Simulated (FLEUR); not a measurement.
CoO under changes of volume

One of the cells (9.584 Å³/atom); the others are scaled copies at fixed shape and fractional positions:

```
Co O
1.0
    -1.50800    1.50800    2.10725
     1.50800   -1.50800    2.10725
     1.50800    1.50800   -2.10725
Co O
1 1
Cartesian
  0.0000 0.0000 0.0000
  0.0000 0.0000 2.1072
```

- Program: FLEUR MaX-R8.1 (patched build s14)
- Functional: PBE
- Potentials or basis: all-electron
- Basis: FLAPW
- Kmax: 4.39 1/bohr
- k mesh: 12 × 12 × 12
- Occupations: fermi-dirac, width 0.05 eV
- Spin: collinear spin, ferromagnetic start
- Starting moments: [2.0, 0.0] μB

```tsv
volume (Å³/atom)	energy over the lowest point (meV/atom)	moment (μB per cell)
9.009	18.34	2.65
9.201	8.17	2.78
9.392	1.92	2.86
9.584	0.00	2.92
9.776	2.33	2.95
9.967	?	?
10.159	18.11	2.99
```

Q: What does the run at 9.967 Å³/atom give?

A: Energy over the lowest point 8.45 meV/atom; moment 2.97 μB per cell.

Worked out: A Birch-Murnaghan fit of order 3 (a polynomial in V^(-2/3)) to the other rows has its minimum at 9.58 Å³/atom with B0 = V·E''(V) = 169 GPa (rough, since the energies scatter) at fixed shape and positions, which overstates the stiffness. It gives 8.27 meV/atom at 9.967 Å³/atom, against the run's 8.45. A parabola through the other rows of the moment, of slope 0.0573 μB per Å³/atom there, gives 2.98 μB, against the run's 2.97.

Energies are extrapolated to zero smearing.

Caveats: the plane-wave cutoff is short for the semicore states, which can make moduli rough; a cell with one magnetic atom can't hold antiferromagnetic order, which such compounds often take.
